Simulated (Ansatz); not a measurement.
The system is FePt (Tetraferroplatinum).

```
CELL_PARAMETERS angstrom
2.72350 0.00000 0.00000
0.00000 2.72350 0.00000
0.00000 0.00000 3.72000
ATOMIC_POSITIONS crystal
Pt 0.50000 0.50000 0.50000
Fe 0.00000 0.00000 0.00000
```

```yaml
Program: Ansatz 0.2.0
Task: relaxation of cell and atoms
Functional: PBEsol
Dispersion: D3(BJ)
Potentials_or_basis: Ansatz PAW
Cutoff: "420 eV (not typed: the program's choice for these potentials)"
k_mesh: 10 × 10 × 7
Occupations: fermi-dirac, width 0.05 eV
Spin: collinear spin, ferromagnetic start
Starting_moments: "[0.0, 3.0] μB"
```

At the start: volume 13.80 Å³/atom.

**Question.** Where does the relaxation end?

**Answer.** It ends after 6 steps and the volume is 13.08 Å³/atom (-5.2 %); space group P4/mmm (No. 123, to 0.05 Å); moment 3.20 μB per cell.

The path:
| step | energy change (eV) | largest force (eV/Å) | volume (Å³) |
| --- | --- | --- | --- |
| 1 | 0.0000 | 0.0000 | 27.59 |
| 2 | -0.0389 | 0.0000 | 25.38 |
| 3 | -0.0578 | 0.0000 | 26.25 |
| 4 | -0.0581 | 0.0000 | 26.16 |
| 5 | -0.0581 | 0.0000 | 26.15 |
| 6 | -0.0574 | 0.0000 | 26.15 |

Final structure:
```
Pt Fe
1.0
     2.67139    0.00000    0.00000
     0.00000    2.67139    0.00000
     0.00000    0.00000    3.66438
Pt Fe
1 1
Direct
  0.50000 0.50000 0.50000
  0.00000 0.00000 0.00000
```

Caveat: the plane-wave basis is chosen anew once the cell has moved, so the energies of steps on either side of that aren't comparable; the PAW data sets come from PBE, with cores solved anew for the run's functional, which leaves a small shift of forces and pressure.
